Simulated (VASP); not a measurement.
A run of VASP 6.6.1 is set up as follows.

Contents of INCAR:

```
PREC = Accurate
ENCUT = 520
EDIFF = 1E-6
ISMEAR = 0
SIGMA = 0.05
LREAL = False
LASPH = True
NELM = 60
ALGO = Normal
ISIF = 2
LWAVE = False
LCHARG = True
GGA = PE
LELF = True
LVHAR = True
NBANDS = 17
```

The input KPOINTS:

```
regular mesh
0
Gamma
  6 6 6
```

The input POSCAR:

```
TePb
1.0
    0.0000000000      3.2310000000      3.2310000000
    3.2310000000      0.0000000000      3.2310000000
    3.2310000000      3.2310000000      0.0000000000
Te Pb
1 1
Direct
    0.5000000000      0.5000000000      0.5000000000
    0.0000000000      0.0000000000      0.0000000000
```

Potentials or basis: VASP PAW PBE potentials, release 64 (Te, Pb_d).

Command:

```bash
$ cat potpaw_PBE.64/Te/POTCAR potpaw_PBE.64/Pb_d/POTCAR > POTCAR
$ mpirun -np 1 vasp_std > vasp.out
```

Task: Predict the pressure.

Result: 2.1 GPa.

Task: Predict the band gap on the k mesh.

Result: 0.74 eV, direct.

Caveat: spin-orbit coupling is left out, which moves the levels of the heavy elements.

**What was measured.**

From a printed reference work, monograph, for a bulk crystal of TePb at 4.2 K: band gap 0.19 eV (direct).

A measured gap of TePb is 0.19 eV (direct; 4.2 K; a printed reference work, monograph); the calculated 0.74 eV misses it by +0.55 eV. Spin-orbit coupling on Pb, Te is left out. The value is that of PBE on a finite k mesh, which can miss the band edges, without temperature or zero-point motion.
